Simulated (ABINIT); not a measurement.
# A GW chain in ABINIT: LiH (Fm-3m), part 2 of 2

Aim: the G0W0 gap of LiH (Fm-3m) on PBE, step by step.

ABINIT 10.8.3; PBE and many-body steps on it, plane waves. Known limits of the many-body steps: not at the basis limit.

So far. Step 2 (Ground state): The gap is direct, at (0.500, 0.500, 0.000). Step 3 (Bands along the symmetry lines): The gap is 3.022 eV, as in the run before at this level.

The database entry behind the starting cell differs from later determinations by our own check (the deuteride, about 0.2 % short), so it need not match the best structure at ambient conditions.

**4. Empty states on the mesh, 8×8×8 mesh, 102 bands**

Level of this step: DFT, PBE, plane waves, norm-conserving pseudopotentials (ABINIT).

The sums over transitions need many empty states on a uniform mesh; this step solves for them.

The input, run.abi:

```
acell 3*1.0 Angstrom
rprim 
  0.000000000000 2.036750000000 2.036750000000
  2.036750000000 -0.000000000000 2.036750000000
  2.036750000000 2.036750000000 -0.000000000000
ntypat 2
znucl 3 1
natom 2
typat 1 2
xred 
  0.000000000000 0.000000000000 0.000000000000
  0.500000000000 0.500000000000 0.500000000000
pp_dirpath "pseudos"
pseudos "Li.upf, H.upf"
ecut 33
ngkpt 8 8 8
nshiftk 1
shiftk 0 0 0
kptopt 1
chksymbreak 0
irdden 1
istwfk *1
nband 102
prtvol 0
optdriver 6
gwr_task "HDIAGO"
paral_kgb 0
occopt 1
indata_prefix "in"
outdata_prefix "out"
tmpdata_prefix "tmp"
```

The run is started by

```
OMP_NUM_THREADS=1 mpirun -n 8 abinit run.abi > log
```

Numbers of over 12 decimals in the logs are rounded to 6 here.

Output:

```text
[banner, memory and clock lines left out]
.Version 10.8.3 of ABINIT. v10.8.2 released Aug 2026.

 Symmetries : space group Fm -3 m (#225); Bravais cF (face-center cubic)
[... echo of the input left out ...]
== DATASET  1 ==================================================================
-   mpi_nproc: 8, omp_nthreads: 1 (-1 if OMP is not activated)

--- !DatasetInfo
iteration_state: {dtset: 1, }
dimensions: {natom: 2, nkpt: 29, mband: 102, nsppol: 1, nspinor: 1, nspden: 1, mpw: 1056, }
cutoff_energies: {ecut:  33.0, pawecutdg:  -1.0, }
electrons: {nelect:   4.00000000E+00, charge:   0.00000000E+00, occopt:   1.00000000E+00, tsmear:   1.00000000E-02, }

.Using double precision arithmetic; gwpc =  8

- Reading GS density from: in_DEN

--- Pseudopotential description ------------------------------------------------
- Li Generated using ONCVPSP code by D. R. Hamann
-  3.00000   3.00000  171031                  znucl, zion, pspdat
12 -101130 1 -1 1944                          pspcod,pspxc,lmax,lloc,mmax
     nproj     2     2
  pspatm : epsatm=    2.74360059
         --- l  ekb(1:nproj) -->
             0   -4.951544   -1.544797
             1   -2.250661   -0.474685
 pspatm: atomic psp has been read  and splines computed

- H Generated using ONCVPSP code by D. R. Hamann
-  1.00000   1.00000  171031                  znucl, zion, pspdat
12 -101130 1 -1 1166                          pspcod,pspxc,lmax,lloc,mmax
     nproj     2     1
  pspatm : epsatm=    0.36186929
         --- l  ekb(1:nproj) -->
             0   -1.701123   -0.534484
             1   -0.503321
 pspatm: atomic psp has been read  and splines computed

   1.24218795E+01                                ecore*ucvol(ha*bohr**3)

 Total charge density [el/Bohr^3]
)     Maximum=    2.7888E+00  at reduced coord.    0.0000    0.0000    0.0000
)     Minimum=    6.8615E-03  at reduced coord.    0.2667    0.2333    0.2333
   Integrated=    4.0000E+00

 === KS gaps after direct diagonalization ===
 Direct band gap semiconductor
 Fundamental gap:     3.022 (eV)
   VBM:    -0.348 (eV) at k: [ 5.0000E-01,  5.0000E-01,  0.0000E+00]
   CBM:     2.674 (eV) at k: [ 5.0000E-01,  5.0000E-01,  0.0000E+00]
 Direct gap:         3.022 (eV) at k: [ 5.0000E-01,  5.0000E-01,  0.0000E+00]

== END DATASET(S) ==============================================================

 -outvars: echo values of variables after computation  --------
           etotal      0.0000000000E+00
            nband         102
             nkpt          29
          spgroup         225
 [... the other variables as echoed above ...]

 Calculation completed.
```

The job ended after 6.6 s (8 MPI ranks of Arm Neoverse V2, shared host; peak memory 0.92 GiB).

This step gave:

```
gap                                                           : 3.022 eV
k of the valence top                                          : 0.5, 0.5, 0
k of the conduction bottom                                    : 0.5, 0.5, 0
least direct gap                                              : 3.022 eV
k points computed                                             : 29
lowest point of the top converged band, above the valence top : 166.6661 eV
```

On this mesh the gap is 3.022 eV.

**5. Screening, 8×8×8 mesh, 94 bands, screening to 239.5 eV**

The RPA dielectric matrix is built and inverted for each q.

This step: RPA screening on PBE, plane waves, norm-conserving pseudopotentials.

run.abi, as its differences from that of step 4:

```diff
@@ -20,10 +20,11 @@
 chksymbreak 0
-irdden 1
 istwfk *1
-nband 102
-prtvol 0
-optdriver 6
-gwr_task "HDIAGO"
-paral_kgb 0
 occopt 1
+irdwfk 1
+optdriver 3
+nband 94
+ecuteps 8.8
+inclvkb 2
+awtr 1
+symchi 1
 indata_prefix "in"
```

Output:

```text
.Version 10.8.3 of ABINIT. v10.8.2 released Aug 2026.

 Symmetries : space group Fm -3 m (#225); Bravais cF (face-center cubic)
[... echo of the input left out ...]
== DATASET  1 ==================================================================
-   mpi_nproc: 8, omp_nthreads: 1 (-1 if OMP is not activated)

--- !DatasetInfo
iteration_state: {dtset: 1, }
dimensions: {natom: 2, nkpt: 29, mband: 94, nsppol: 1, nspinor: 1, nspden: 1, mpw: 1056, }
cutoff_energies: {ecut:  33.0, pawecutdg:  -1.0, }
electrons: {nelect:   4.00000000E+00, charge:   0.00000000E+00, occopt:   1.00000000E+00, tsmear:   1.00000000E-02, }

 SCREENING: Calculation of the susceptibility and dielectric matrices

 Based on a program developped by R.W. Godby, V. Olevano, G. Onida, and L. Reining.
 Incorporated in ABINIT by V. Olevano, G.-M. Rignanese, and M. Torrent.
.Using double precision arithmetic ; gwpc =  8

[... cell and pseudopotentials left out ...]
--------------------------------------------------------------------------------

 ==== K-mesh for the wavefunctions ====
 Number of points in the irreducible wedge :    29
[... list of points left out ...]
 Together with 48 symmetry operations and time-reversal symmetry
 yields   512 points in the full Brillouin Zone.

 ==== Q-mesh for the screening function ====
 Number of points in the irreducible wedge :    29
[... list of points left out ...]
 Together with 48 symmetry operations and time-reversal symmetry
 yields   512 points in the full Brillouin Zone.

 setmesh: FFT mesh size selected  =    24x   24x   24
          total number of points  =        13824

 vcoul_init : cutoff-mode = AUXILIARY_FUNCTION
 q-points for optical limit:   1
     1)      0.000010    0.000020    0.000030

- screening: taking advantage of time-reversal symmetry
- Maximum band index for partially occupied states nbvw = 2
- Remaining bands to be divided among processors   nbcw = 92
- Number of bands treated by each node ~11

 Number of electrons calculated from density =    4.0000; Expected =    4.0000
 average of density, n =  0.035077
 r_s =    1.8951
 omega_plasma =   18.0662 [eV]

 calculating chi0 at frequencies [eV] :
  1    0.000000E+00    0.000000E+00
  2    0.000000E+00    1.806615E+01

--------------------------------------------------------------------------------
  q-point number  1        q = ( 0.000000, 0.000000, 0.000000) [r.l.u.]
--------------------------------------------------------------------------------
[... chi0 elements left out ...]
 For q-point:  0.000010 0.000020 0.000030
  dielectric constant =   4.0092
  dielectric constant without local fields =   4.4045

  Average fulfillment of the sum rule on Im[epsilon] for q-point    1 :     92.69  [%]
[... wings left out ...]
  q-point number  2        q = ( 0.125000, 0.000000, 0.000000) [r.l.u.]
--------------------------------------------------------------------------------
[... chi0 elements left out ...]
  Average fulfillment of the sum rule on Im[epsilon] for q-point    2 :     99.73  [%]

 [... 27 further q-points ...]
```

Wall time 39 s (8 MPI ranks); peak memory 1.6 GiB.

This step gave:

| Quantity | Value |
| --- | --- |
| ε∞ with local fields, on this mesh, along the program's q direction | 4.009 |
| the same without local fields | 4.404 |
| plasma frequency | 18.07 eV |
| plane waves in the screening matrix | 137 |

Local fields lower ε∞ by 9 %.

**6. Self-energy, 8×8×8 mesh, 94 bands, screening to 239.5 eV**

The self-energy is evaluated for the states that the input lists, and the levels follow from it, in one-shot runs by the linearised quasiparticle equation.

This step: G0W0 on PBE, plane waves, norm-conserving pseudopotentials.

run.abi, as its differences from that of step 5:

```diff
@@ -23,8 +23,17 @@
 irdwfk 1
-optdriver 3
+optdriver 4
 nband 94
+gwcalctyp 0
+ecutsigx 33
+symsigma 1
+nkptgw 2
+kptgw 
+  0.5000000000 0.5000000000 0.0000000000
+  0.0000000000 0.0000000000 0.0000000000
+bdgw 
+  1 5
+  1 6
 ecuteps 8.8
-inclvkb 2
-awtr 1
-symchi 1
+irdscr 1
+ppmodel 1
 indata_prefix "in"
```

Output:

```text
.Version 10.8.3 of ABINIT. v10.8.2 released Aug 2026.

 Symmetries : space group Fm -3 m (#225); Bravais cF (face-center cubic)
[... echo of the input left out ...]
== DATASET  1 ==================================================================
-   mpi_nproc: 8, omp_nthreads: 1 (-1 if OMP is not activated)

--- !DatasetInfo
iteration_state: {dtset: 1, }
dimensions: {natom: 2, nkpt: 29, mband: 94, nsppol: 1, nspinor: 1, nspden: 1, mpw: 1056, }
cutoff_energies: {ecut:  33.0, pawecutdg:  -1.0, }
electrons: {nelect:   4.00000000E+00, charge:   0.00000000E+00, occopt:   1.00000000E+00, tsmear:   1.00000000E-02, }

 SIGMA: Calculation of the GW corrections

 Based on a program developped by R.W. Godby, V. Olevano, G. Onida, and L. Reining.
 Incorporated in ABINIT by V. Olevano, G.-M. Rignanese, and M. Torrent.
.Using double precision arithmetic ; gwpc =  8

[... cell and pseudopotentials left out ...]
--------------------------------------------------------------------------------

 ==== K-mesh for the wavefunctions ====
 Number of points in the irreducible wedge :    29
[... list of points left out ...]
 Together with 48 symmetry operations and time-reversal symmetry
 yields   512 points in the full Brillouin Zone.

 ==== Q-mesh for screening function ====
 Number of points in the irreducible wedge :    29
[... list of points left out ...]
 Together with 48 symmetry operations and time-reversal symmetry
 yields   512 points in the full Brillouin Zone.

 vcoul_init : cutoff-mode = AUXILIARY_FUNCTION
 q-points for optical limit:   1
     1)      0.000010    0.000020    0.000030
 setmesh: FFT mesh size selected  =    30x   30x   30
          total number of points  =        27000

 Number of electrons calculated from density =    4.0000; Expected =    4.0000
 average of density, n =  0.035077
 r_s =    1.8951
 omega_plasma =   18.0662 [eV]

 === KS Band Gaps ===
  >>>> For spin  1
   Minimum direct gap =   3.0221 [eV], located at k-point      :   0.5000  0.5000  0.0000
   Fundamental gap    =   3.0221 [eV], Top of valence bands at :   0.5000  0.5000  0.0000
                                       Bottom of conduction at :   0.5000  0.5000  0.0000
 SIGMA fundamental parameters:
 PLASMON POLE MODEL  1
 number of plane-waves for SigmaX                 1037
 number of plane-waves for SigmaC and W            137
 number of plane-waves for wavefunctions          1037
 number of bands                                    94
 number of independent spin polarizations            1
 number of spinorial components                      1
 number of k-points in IBZ                          29
 number of q-points in IBZ                          29
 number of symmetry operations                      48
 number of k-points in BZ                          512
 number of q-points in BZ                          512
 number of frequencies for dSigma/dE                 9
 frequency step for dSigma/dE [eV]                0.25
 number of omega for Sigma on real axis              0
 max omega for Sigma on real axis  [eV]           0.00
 zcut for avoiding poles [eV]                     0.10

 EPSILON^-1 parameters (SCR file):
 dimension of the eps^-1 matrix on file            137
 dimension of the eps^-1 matrix used               137
 number of plane-waves for wavefunctions          1037
 number of bands                                    94
 number of q-points in IBZ                          29
 number of frequencies                               2
 number of real frequencies                          1
 number of imag frequencies                          1

 matrix elements of self-energy operator (all in [eV])

 Perturbative Calculation

--- !SelfEnergy_ee
iteration_state: {dtset: 1, }
kpoint     : [   0.500,    0.500,    0.000, ]
spin       : 1
KS_gap     :    3.022
QP_gap     :    4.952
Delta_QP_KS:    1.929
data: !SigmaeeData |
     Band     E0 <VxcDFT>   SigX SigC(E0)      Z dSigC/dE  Sig(E)    E-E0       E
        1 -44.599 -25.708 -39.786   5.419   0.769  -0.301 -32.363  -6.655 -51.254
        2  -0.348 -11.306 -14.553   1.418   0.772  -0.295 -12.718  -1.412  -1.760
        3   2.674  -7.648  -3.711  -3.299   0.812  -0.232  -7.130   0.518   3.192
        4  10.239  -8.235  -2.670  -4.520   0.780  -0.283  -7.421   0.815  11.054
        5  10.239  -8.235  -2.670  -4.520   0.780  -0.283  -7.421   0.815  11.054

--- !SelfEnergy_ee
iteration_state: {dtset: 1, }
kpoint     : [   0.000,    0.000,    0.000, ]
spin       : 1
KS_gap     :   20.729
QP_gap     :   22.905
Delta_QP_KS:    2.175
data: !SigmaeeData |
     Band     E0 <VxcDFT>   SigX SigC(E0)      Z dSigC/dE  Sig(E)    E-E0       E
        1 -44.649 -25.626 -39.725   5.443   0.775  -0.291 -32.333  -6.707 -51.356
        2  -5.602  -9.916 -15.631   3.379   0.715  -0.399 -11.585  -1.669  -7.271
        3  15.128 -11.718  -4.656  -6.293   0.658  -0.520 -11.212   0.506  15.634
        4  17.057  -8.964  -2.438  -5.414   0.718  -0.393  -8.166   0.798  17.855
        5  17.057  -8.964  -2.438  -5.414   0.718  -0.393  -8.166   0.798  17.855
        6  17.057  -8.964  -2.438  -5.414   0.718  -0.393  -8.166   0.798  17.855

== END DATASET(S) ==============================================================
================================================================================

 -outvars: echo values of variables after computation  --------
           etotal      0.0000000000E+00
            nband          94
             nkpt          29
          spgroup         225
 [... the other variables as echoed above ...]

 Calculation completed.
```

Wall time 6.9 s (8 MPI ranks); peak memory 1.6 GiB.

Numbers from this step:

| Quantity | Value |
| --- | --- |
| G0W0 gap on the points computed | 4.952 eV |
| starting gap on the mesh | 3.022 eV |
| k of the valence top | 0.5, 0.5, 0 |
| k of the conduction bottom | 0.5, 0.5, 0 |
| Z at the valence top | 0.772 |
| Z at the conduction bottom | 0.812 |
| least direct G0W0 gap on the computed points | 4.952 eV |

The gap on the mesh goes from 3.02 eV to 4.95 eV, a correction of +1.93 eV.

Limits: finite bands, cutoff and mesh. v1 is the top filled band, c1 the lowest empty one. The levels before and after the correction (eV, zero at the valence-band top of each column):

```tsv
	conduction bottom	valence top
Kohn-Sham	3.02	0.00
G0W0	4.95	0.00
```

```tsv
	level	energy (eV)
Kohn-Sham	(0.5 0.5 0) v2	-44.251
Kohn-Sham	(0.5 0.5 0) v1	0.000
Kohn-Sham	(0.5 0.5 0) c1	3.022
Kohn-Sham	(0.5 0.5 0) c2-c3	10.588
G0W0	(0.5 0.5 0) v2	-49.494
G0W0	(0.5 0.5 0) v1	0.000
G0W0	(0.5 0.5 0) c1	4.952
G0W0	(0.5 0.5 0) c2-c3	12.814
```

**7. Where the time went**

Times are wall times on 8 MPI ranks of Arm Neoverse V2, shared host, good to a factor of about two.

```tsv
step	time	share	memory (GiB)
ground state	1.9 s	3 %	0.07
bands along the symmetry lines	1.8 s	3 %	0.06
empty states on the mesh	6.6 s	12 %	0.92
screening	39 s	70 %	1.6
self-energy	6.9 s	12 %	1.6
```

**8. What came out**

```yaml
pbe_gap: 3.02 eV, direct
g0w0_gap_on_the_mesh: 4.95 eV
gw_settings: 8×8×8 mesh, 94 bands, screening to 239.5 eV, Godby-Needs plasmon pole
known_limits: not at the basis limit
```

**Reading.** G0W0 moves the gap on the mesh from 3.02 eV to 4.95 eV (+1.93 eV), with Z of 0.77 and 0.81 at the edges. Local fields lower the RPA ε∞ on this mesh from 4.40 to 4.01. Only 2 of the mesh's irreducible points were corrected, so a valley elsewhere could overtake. The dearest step here is «screening». Bands and cutoff are finite, so the gap is not at the basis limit. The miss can reach some tenths of an eV and take either sign; the mesh is an error of its own. In the G0W0 run levels were corrected at 2 k points alone, so a gap called «on the mesh» is the least over those, and an edge elsewhere would be missed.

[Paths, hosts, dates, memory and timing lines, banners, echoed tables and standing remarks are left out of the program output.]

[Logs are printed without paths, hosts, clocks, repeated set-up lines and the standing remarks that a program may print on its own settings, such as how far it seeks lower states.]

[Runs of the session that timed out or met a known fault of the program may be left out.]

[Hosts, paths, dates, database ids (printed as entryN), source tags and the programs' standing remarks are cut or masked in the printed files.]

[G0W0 gaps are taken among the corrected bands and points alone; a level outside them can change the order at an edge.]

[Where Ansatz stands beside ABINIT at settings called matched, ABINIT's density can come from a denser mesh and the files from another edition; pairs whose starting gaps differed by over 0.03 eV were left out, so agreement reads better than it is.]
